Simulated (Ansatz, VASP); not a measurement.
**Two plane-wave programs on Cu**

```
Cu
1.0
     2.52059    0.00000    0.00000
    -1.26030    2.18290    0.00000
     0.00000    0.00000    4.11652
Cu
2
Direct
  0.33333 0.66667 0.25000
  0.66667 0.33333 0.75000
```

Alike in both runs: functional PBEsol; k mesh 18 × 18 × 10; occupations gaussian, width 0.1 eV; no spin polarisation.

Ansatz relaxed the structure, and its values are those at the end. VASP's run is a single point on that final structure, the one shown.

|  | VASP | Ansatz |
| --- | --- | --- |
| version | VASP 6.6.1 | Ansatz 0.2.0 |
| potentials or method | VASP PAW PBE potentials, release 64 (Cu) | scalar-relativistic, plane waves, PAW |
| plane-wave cutoff (eV) | 520 | 420 |
| valence electrons in the cell | 22 | 38 |

```tsv
	VASP	Ansatz	Ansatz less VASP
gap on the k mesh at the Fermi level (eV)	none	none	-
pressure (GPa)	0.7	0.0	-0.71
```

A gap of «none» marks a metal or a gap that the smearing closes. The two sets of potentials don't hold the same shells in valence.

Caveats: the PAW data sets were made with another functional, which shifts forces and pressure a little (VASP).
